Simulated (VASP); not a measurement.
Take CaF$_{2}$ (fluorite), against free atoms with fixed spin and no zero-point term, in VASP with PAW potentials, and its cohesive energy.

One run gives 5.55 eV/atom. Which level is it?
(A) PBE
(B) PBEsol
(C) LDA

B, PBEsol.  The others give 5.31 (PBE), 6.08 (LDA).

Only levels that ran to the end are used. Left out are those held back, those with too coarse a band path, GW runs whose mesh misses a band edge, hybrids' fits of cells that aren't cubic and levels without matching references; a question may draw on a part of the rest.
